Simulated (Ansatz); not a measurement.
**Si: clamped-ion strain scan**

Method: DFT LDA, scalar-relativistic, plane waves, PAW in Ansatz. The runs took a 420 eV cutoff, a Γ-centred 14×14×14 mesh and Gaussian smearing (0.15 eV). No spin polarisation. Energies are free energies at this smearing, counted from the undisturbed cell; pressure is positive in compression.

The undisturbed cell (relaxed at this level; this form isn't the usual structure):

```xyz
4
Lattice="0.0000 2.6474 4.5886 2.4320 0.0000 4.5886 2.4320 2.6474 0.0000" Properties=species:S:1:pos:R:3 pbc="T T T"
Si    2.4320    3.8636    4.5886
Si    2.4320    1.4311    4.5886
Si    2.4320    2.6474    7.1070
Si    2.4320    2.6474    2.0701
```

The cell is strained by ε times the Voigt pattern (0, 0, 0, 0, 0, 1) (xx, yy, zz, yz, xz, xy; engineering shear) with fractional coordinates fixed. The cell is metallic on the mesh throughout.

Task: Over the sampled range (-0.1000 to 0.0875), is the undisturbed cell the lowest point?

Result: Yes, every other sampled point lies higher.

The scan:

| ε | ΔE (meV/atom) |
| --- | --- |
| -0.1000 | 36.6 |
| -0.0500 | 9.6 |
| 0.0000 | 0.0 |
| 0.0125 | 0.6 |
| 0.0250 | 2.5 |
| 0.0375 | 5.5 |
| 0.0625 | 14.8 |
| 0.0750 | 21.1 |
| 0.0875 | 28.3 |

Cost: 9 runs of about 6.3 core-minutes in all, on Intel Xeon Platinum 8259CL (Skylake/Cascade Lake) (shared hosts).